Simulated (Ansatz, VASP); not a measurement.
## MgS: VASP beside Ansatz

```
Mg S
1.0
     0.00000    2.52360    2.60165
     2.52360    0.00000    2.60165
     2.52360    2.52360    0.00000
Mg S
1 1
Direct
  0.00000 0.00000 0.00000
  0.50000 0.50000 0.50000
```

Change from the starting cell: equal xx and yy strain of -3 %, crystal datasets.

Alike in both runs: task electric field gradients; functional PBE; k mesh 8 × 8 × 8; occupations fermi-dirac, width 0.01 eV; no spin polarisation.

|  | VASP | Ansatz |
| --- | --- | --- |
| version | VASP 6.6.1 | Ansatz 0.2.0 |
| potentials or method | VASP PAW PBE potentials, release 64 (Mg, S), cutoff 520 eV | all-electron PAW with datasets made for the crystal, scalar-relativistic |

VASP gave:

- gap on the k mesh at the Fermi level (eV): 2.77
- pressure (GPa): 6.4
- largest component of the traceless stress (GPa): 2.84
- Vzz of the field gradient on the site that differs most (V/Å²): 3.4

Q: What did Ansatz give for the same quantities?

A: gap on the k mesh at the Fermi level (eV): 2.78; pressure (GPa): 6.7; largest component of the traceless stress (GPa): 2.85; Vzz of the field gradient on the site that differs most (V/Å²): 3.0.

Ansatz ran all-electron here, so the differences hold the error of VASP's frozen core and of both bases.

A k mesh can miss the band edges.
